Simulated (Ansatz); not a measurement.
## Ni in Ansatz: the effect of functional

Ni:

```
Ni
1.0
     0.00000    1.72591    1.72591
     1.72591    0.00000    1.72591
     1.72591    1.72591    0.00000
Ni
1
Cartesian
  0.0000 0.0000 0.0000
```

The cell isn't the ideal one: volume scaled by 0.98.

Alike in all runs:

- Program: Ansatz 0.2.0
- Task: single point
- Potentials or basis: Ansatz PAW
- k mesh: 13 × 13 × 13
- Occupations: fermi-dirac, width 0.05 eV
- Spin: collinear spin, ferromagnetic start
- Starting moments: [1.0] μB

| functional | cutoff | pressure (GPa) | moment (μB) |
| --- | --- | --- | --- |
| LDA | 420 eV (not typed: the program's choice for these potentials) | -5.8 | 0.62 |
| r2SCAN | 500 eV (not typed: the program's choice for these potentials) | ? | ? |
| PBE | 420 eV (not typed: the program's choice for these potentials) | 13.2 | 0.63 |

Q: What does the run with functional r2SCAN give?

A: Pressure 4.7 GPa; moment 0.68 μB.

Caveats: the PAW data sets come from PBE, with cores solved anew for the run's functional, which leaves a small shift of forces and pressure (some runs); the magnetic or orbital state may not be the lowest (some runs).
